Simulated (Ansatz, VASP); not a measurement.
# Two plane-wave programs on SiSe2

```
Si Se
1.0
    -2.88000    3.01500    4.88000
     2.88000   -3.01500    4.88000
     2.88000    3.01500   -4.88000
Si Se
2 4
Direct
  0.25000 0.25000 0.00000
  0.75000 0.75000 0.00000
  0.12100 0.79800 0.91900
  0.87900 0.20200 0.08100
  0.62100 0.70200 0.32300
  0.37900 0.29800 0.67700
```

Alike in both runs: task single point; functional PBEsol; k mesh 4 × 4 × 4; occupations gaussian, width 0.1 eV; no spin polarisation.

```csv
,VASP,Ansatz
version,VASP 6.6.1,Ansatz 0.2.0
potentials or method,"VASP PAW PBE potentials, release 64 (Si, Se)","scalar-relativistic, plane waves, PAW"
plane-wave cutoff (eV),520,420
valence electrons in the cell,32,72
```

VASP gave:

```
gap on the k mesh at the Fermi level (eV)       : none
pressure (GPa)                                  : -5.7
largest component of the traceless stress (GPa) : 0.97
rms of the force components (eV/Å)              : 0.343
```

**Question.** What did Ansatz give for the same quantities?

**Answer.** gap on the k mesh at the Fermi level (eV): none; pressure (GPa): -5.7; largest component of the traceless stress (GPa): 0.99; rms of the force components (eV/Å): 0.345.

Atom by atom the forces differ by 0.003 eV/Å (rms over components). A gap of «none» marks a metal or a gap that the smearing closes. With one functional, cell and mesh, what is left measures potentials, basis and numerics. The two sets of potentials don't hold the same shells in valence.

Caveats: the k mesh is coarse (spacing up to 0.38 Å⁻¹), so the values aren't converged; the PAW data sets were made with another functional, which shifts forces and pressure a little (VASP).
